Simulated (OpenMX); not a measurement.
**AgCl (Chlorargyrite): band structure with PBE**

**Experimental background.**

A printed reference work, data compilation reports, for a bulk crystal of AgCl: band gap 3.249 eV (indirect).

AgCl (Chlorargyrite):

```xyz
2
Lattice="0.0000 2.7350 2.7350 2.7350 0.0000 2.7350 2.7350 2.7350 0.0000" Properties=species:S:1:pos:R:3 pbc="T T T"
Ag    0.0000    0.0000    0.0000
Cl    2.7350    2.7350    2.7350
```

```json
{
 "Program": "OpenMX 3.8.5",
 "Task": "band structure",
 "Functional": "PBE",
 "Potentials or basis": "OpenMX 2013 PBE set, Ag7.0-s3p2d2, Cl7.0-s2p2d1f1, grid cutoff 400 Ry",
 "k mesh": "7 × 7 × 7",
 "Occupations": "fermi-dirac, width 0.05 eV",
 "Spin": "non-collinear spin, zero start, spin-orbit coupling",
 "Starting moments": "[[0.0, 0.0, 0.0], [0.0, 0.0, 0.0]] μB",
 "Mixing scheme": "rmm-diisk",
 "SCF threshold": "1e-07 Ha",
 "Solver": "band",
 "Max SCF cycles": "100"
}
```

```json
{
  "Band gap on the k mesh": "1.19 eV, indirect (least direct gap 3.52 eV)",
  "Band gap along the path": "1.11 eV, indirect (least direct gap 3.32 eV)",
  "Net moment": "0.00 μB per cell",
  "Mulliken charges": "Ag +0.39; Cl -0.39 e"
}
```

Levels at the corners of the path, in eV from the valence-band top:
| point | band 20 | band 21 | band 22 | band 23 | band 24 | band 25 | band 26 | band 27 | band 28 | band 29 |
| --- | --- | --- | --- | --- | --- | --- | --- | --- | --- | --- |
| Γ | -2.44 | -2.42 | -2.42 | -2.41 | -2.41 | 1.11 | 1.11 | 11.64 | 11.64 | 11.65 |
| X | -2.37 | -1.94 | -1.94 | -1.81 | -1.81 | 2.30 | 2.30 | 8.31 | 8.31 | 10.33 |
| W | -1.95 | -1.88 | -1.88 | -1.27 | -1.27 | 4.24 | 4.24 | 8.18 | 8.18 | 8.55 |
| K | -1.92 | -1.67 | -1.67 | -1.13 | -1.13 | 3.61 | 3.61 | 7.64 | 7.64 | 9.04 |
| Γ | -2.44 | -2.42 | -2.42 | -2.41 | -2.41 | 1.11 | 1.11 | 11.64 | 11.64 | 11.65 |
| L | -1.82 | -0.04 | -0.04 | 0.00 | 0.00 | 4.99 | 4.99 | 6.78 | 6.78 | 7.84 |
| U | -1.92 | -1.67 | -1.67 | -1.13 | -1.13 | 3.61 | 3.61 | 7.64 | 7.64 | 9.04 |
| W | -1.95 | -1.88 | -1.88 | -1.27 | -1.27 | 4.24 | 4.24 | 8.18 | 8.18 | 8.55 |
| L | -1.82 | -0.04 | -0.04 | 0.00 | 0.00 | 4.99 | 4.99 | 6.78 | 6.78 | 7.84 |
| K|U | -1.92 | -1.67 | -1.67 | -1.13 | -1.13 | 3.61 | 3.61 | 7.64 | 7.64 | 9.04 |
| X | -2.37 | -1.94 | -1.94 | -1.81 | -1.81 | 2.30 | 2.30 | 8.31 | 8.31 | 10.33 |

Wall time 3.2 min on 1 thread of Arm Neoverse V1, with other jobs on the host, peak memory 0.94 GiB.

Measured gap of AgCl: 3.249 eV (indirect; a printed reference work, data compilation). This calculation gives 1.11 eV (-2.14 eV). So large a miss can be the level of theory's own, or it may mean another phase, state or a wrong row. The value is that of PBE in an atomic basis (OpenMX 2013 PBE set, Ag7.0-s3p2d2, Cl7.0-s2p2d1f1, grid cutoff 400 Ry), whose error adds to the functional's,, without temperature or zero-point motion. Semilocal functionals fall short of measured gaps as a rule.

Caveat: Mulliken charges move with the basis; total energies with and without spin-orbit coupling shouldn't be compared in this program; the basis of atomic orbitals isn't converged, which shifts pressures, moduli and gaps.
